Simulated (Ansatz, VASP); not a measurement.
This is a calculation of Si2W for Ansatz 0.2.0. 

Contents of input.yaml:

```yaml
crystal:
  lattice:
    - [-1.6069, 1.6069, 3.91495]
    - [1.6069, -1.6069, 3.91495]
    - [1.6069, 1.6069, -3.91495]
  atoms:
    - { symbol: W, position: [0.0, 0.0, 0.0] }
    - { symbol: Si, position: [0.6653, 0.6653, 0.0] }
    - { symbol: Si, position: [0.3347, 0.3347, 0.0] }
hamiltonian:
  xc: pbe
  pseudopotentials: { kind: paw }
kpoints:
  mp_grid: { grid: [12, 12, 12] }
scf:
  occupations: { method: gaussian, width: 0.03 }
output:
  forces: true
  stress: true
  eigenvalues: true
  write_density: true
  write_potential: true
  elf: true
  volumetric_format: npy
```

Potentials or basis: Ansatz PAW.

Run with:

```bash
$ ansatz run input.yaml --threads 2 --pin off --max-ram 5632MiB --backend cpu --events-out ev --progress --plain --runs-dir out
```

Problem. What does the same run look like in VASP 6.6.1? Potentials or basis there: PBE PAW files Si, W_sv, 520 eV.

Solution. As run (cutoffs and basis follow the program's own potentials, and thresholds, step limits or extra output files can differ):

The input INCAR:

```
PREC = Accurate ; ENCUT = 520
EDIFF = 1E-6 ; ISMEAR = 0
SIGMA = 0.03 ; LREAL = False
LASPH = True ; NELM = 80
ALGO = Normal ; ISIF = 2
LWAVE = False ; LCHARG = False
GGA = PE ; NBANDS = 18
```

File KPOINTS:

```
regular mesh
0
Gamma
  12 12 12
```

File POSCAR:

```
Si2W
1.0
   -1.6069000000      1.6069000000      3.9149500000
    1.6069000000     -1.6069000000      3.9149500000
    1.6069000000      1.6069000000     -3.9149500000
W Si
1 2
Direct
    0.0000000000      0.0000000000      0.0000000000
    0.6653000000      0.6653000000      0.0000000000
    0.3347000000      0.3347000000      0.0000000000
```

Potentials or basis: VASP PAW PBE potentials, release 64 (W_sv, Si).

Command:

```bash
$ cat potpaw_PBE.64/W_sv/POTCAR potpaw_PBE.64/Si/POTCAR > POTCAR
$ mpirun -np 1 vasp_std > vasp.out
```

Both were run:

|  | Ansatz | VASP |
| --- | --- | --- |
| Pressure | 3.3 GPa | 3.3 GPa |
| Largest force | 0.081 eV/Å | 0.084 eV/Å |

Ansatz's pressure holds a Pulay term of +0.05 GPa for its cutoff of 420 eV, which the other run lacks.

Where Ansatz's input types no cutoff or centring, it takes its own default and a Γ-centred mesh.

Pressure is positive in compression.
